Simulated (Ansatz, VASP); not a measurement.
# One calculation of AgCl, two programs

POSCAR

```
AgCl
1.0
    4.5197423908      0.0000000000      0.0000000000
   -2.2598711954      3.9142117290      0.0000000000
    0.0000000000      0.0000000000      5.8941730101
Ag Cl
2 2
Direct
    0.3333333333      0.6666666667     -0.0622203148
    0.6666666667      0.3333333333      0.4377796852
    0.3333333333      0.6666666667      0.4372203148
    0.6666666667      0.3333333333      0.9372203148
```

File INCAR.step1:

```
SYSTEM = AgCl
PREC = Accurate ; ENCUT = 520
ISMEAR = 0 ; SIGMA = 0.01
LREAL = .False. ; LASPH = .True.
NELM = 100 ; NBANDS = 26
GGA = PE ; ALGO = Normal
EDIFF = 1E-4 ; LWAVE = .True.
LCHARG = .False.
```

The input INCAR.step2:

```
SYSTEM = AgCl
PREC = Accurate ; ENCUT = 520
EDIFF = 1E-6 ; ISMEAR = 0
SIGMA = 0.01 ; LREAL = .False.
LASPH = .True. ; NELM = 100
ALGO = Normal ; ISIF = 2
LWAVE = .False. ; LCHARG = .True.
METAGGA = R2SCAN ; LMIXTAU = .True.
LELF = .True. ; LVHAR = .True.
NBANDS = 26 ; ISTART = 1
```

The input KPOINTS:

```
Automatic mesh
0
Gamma
  6 6 4
  0 0 0
```

Input for Ansatz:

```yaml
crystal:
  lattice:
    - [4.5197423908, 0.0, 0.0]
    - [-2.2598711954, 3.914211729, 0.0]
    - [0.0, 0.0, 5.8941730101]
  atoms:
    - { symbol: Ag, position: [0.3333333333, 0.6666666667, -0.0622203148] }
    - { symbol: Ag, position: [0.6666666667, 0.3333333333, 0.4377796852] }
    - { symbol: Cl, position: [0.3333333333, 0.6666666667, 0.4372203148] }
    - { symbol: Cl, position: [0.6666666667, 0.3333333333, 0.9372203148] }
kpoints:
  mp_grid: { grid: [6, 6, 4] }
  band_path:
    path:
      - [0.0, 0.0, 0.0]
      - [0.5, 0.0, 0.0]
      - [0.3333333333, 0.3333333333, 0.0]
      - [0.0, 0.0, 0.5]
      - [0.5, 0.0, 0.5]
      - [0.3333333333, 0.3333333333, 0.5]
    npoints: 1
hamiltonian:
  xc: r2scan
scf:
  occupations: { method: fixed }
  n_extra_bands: 5
output:
  forces: true
  stress: true
  eigenvalues: true
```

Change from the starting cell: uniaxial_z strain +3.0%.

Alike in both runs: task single point; functional r2SCAN; k mesh 6 × 6 × 4; no spin polarisation.

```csv
,VASP,Ansatz
version,VASP 6.6.1,Ansatz 0.2.0
potentials or method,"VASP PAW PBE potentials, release 64 (Ag, Cl)","plane waves, PAW"
plane-wave cutoff (eV),520,500
occupations,"gaussian, width 0.01 eV",fixed
valence electrons in the cell,36,52
```

```csv
,VASP,Ansatz,Ansatz less VASP
gap on the k mesh at the Fermi level (eV),1.74,1.79,+0.049
pressure (GPa),-1.0,-0.9,+0.08
largest component of the traceless stress (GPa),0.24,0.29,+0.046
```

The two sets of potentials don't hold the same shells in valence.

Caveats: the PAW data sets were made with another functional, which shifts forces and pressure a little (VASP).
